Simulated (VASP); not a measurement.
Br: single point with PBE

Br:

```xyz
1
Lattice="-1.2909 1.6897 3.5707 1.2794 -1.7421 3.5917 1.2956 1.7456 -3.5958" Properties=species:S:1:pos:R:3 pbc="T T T"
Br   -0.0363    0.0020   -0.0222
```

The cell isn't the ideal one: cell strained at random at fixed volume.

```json
{"Program": "VASP 6.6.1", "Task": "single point", "Functional": "PBE", "Potentials or basis": "VASP PAW PBE potentials, release 64 (Br)", "Cutoff": "520 eV", "k mesh": "13 × 13 × 13", "Occupations": "fermi-dirac, width 0.05 eV", "Spin": "no spin polarisation"}
```

The pressure is 1.1 GPa. The band gap on the k mesh is none (metal or under the smearing width).

Stress tensor (GPa, compression positive):
```
 0.87 -0.02  0.01
-0.02  1.21  0.04
 0.01  0.04  1.15
```

Levels at points of the mesh, in eV from the Fermi level:
```csv
k point,band 2,band 3,band 4,band 5,band 6,band 7
"(0.00, 0.00, 0.00)",-1.85,-1.09,3.99,5.47,9.35,12.18
```

It took 2.7 min on 1 thread of Intel(R) Xeon(R) 6975P-C (Granite Rapids) (shared host), peak memory 0.43 GiB.

Caveat: an odd number of electrons without spin polarisation forces a metal; a magnetic or distorted state may lie lower.
